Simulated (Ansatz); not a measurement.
input.yaml for Hg (Ansatz 0.2.0)

```yaml
crystal:
  lattice:
    - [2.2339762741, -2.0458582601, 0.0]
    - [2.2339762741, 2.0458582601, 0.0]
    - [-0.3487351701, 0.0, 3.0398006871]
  atoms:
    - { symbol: Hg, position: [0.5, 0.5, 0.5] }
basis:
  ecutwfc: 420
kpoints:
  mp_grid: { grid: [6, 6, 6] }
hamiltonian:
  xc: pw92
scf:
  occupations: { method: gaussian, width: 0.1 }
  max_iter: 80
  convergence: { dr2_threshold: "1e-11 eV" }
output:
  forces: true
  stress: true
  eigenvalues: true
```

Command:

```bash
ansatz run input.yaml --threads 1 --pin off --max-ram 1331MiB --backend cpu --events-out ev --progress --plain --runs-dir out
```

Output, shortened (HF is the Harris–Foulkes energy, dr2 the density residual in eV):

```text
Pseudopotential: Hg, paw, valence charge 20, recommended cutoff 420 eV (normal)
Crystal: 1 atom, lattice volume = 27.786 Å³
Basis set: ecut = 420 eV, 553 PW (Γ)
Bands: 14, of which v1, the nominal top of the filled ones, is band 10 counted from 1 (9 counted from 0)
Symmetry: 4 space group operations
Space group: C2/m (ITA 12), of the structure as read, at distance tolerance 3.0e-5 Å
k-points: 68 of 216
PAW frozen core: Hg, regenerated for the run's functional, and the local potential with it (the file was generated under x = pbe(κ = 0.804, μ = 0.2195), c = pbe(β = 0.0667))
Initial density: superposition of atomic densities, corrected by the library's trained network
SCF iter   1: HF=-13522.384901 eV  Δρ=4.69e-3  dr2=7.39e-3
SCF iter   2: HF=-13522.383378 eV  Δρ=2.27e-3  dr2=1.83e-3
SCF iter   3: HF=-13522.382666 eV  Δρ=3.03e-4  dr2=1.46e-5
SCF iter   4: HF=-13522.382673 eV  Δρ=7.20e-5  dr2=1.11e-6
SCF iter   5: HF=-13522.382667 eV  Δρ=6.37e-6  dr2=3.83e-9
SCF iter   6: HF=-13522.382667 eV  Δρ=6.18e-7  dr2=1.17e-10
SCF iter   7: F=-13522.382667 eV  HF=-13522.382667 eV  Δρ=5.48e-8  dr2=4.24e-13
SCF 1 converged in 7 iterations: F = -13522.382667 eV  dr2 = 4.24e-13
SCF converged after 7 iterations
Free energy (F): -13522.382667 eV
E sigma→0 (E₀):  -13522.381285 eV
Entropy (-TS):   -0.002765 eV (-2.765 meV/atom)
Fermi energy:    11.359585 eV
--- Forces (eV/Å), atoms counted from 1 ---
  atom   1  Hg    -0.00000000     0.00000000     0.00000000
--- Stress (GPa, compression-positive) ---
       -4.985660      -0.000000      -0.069451
       -0.000000      -5.295058       0.000000
       -0.069451       0.000000      -5.880479
  P = ⅓ Tr σ = -5.3871 GPa (-53.871 kbar)
```

These settings were drawn at random to show what each does; none of the numbers is a converged property of the crystal.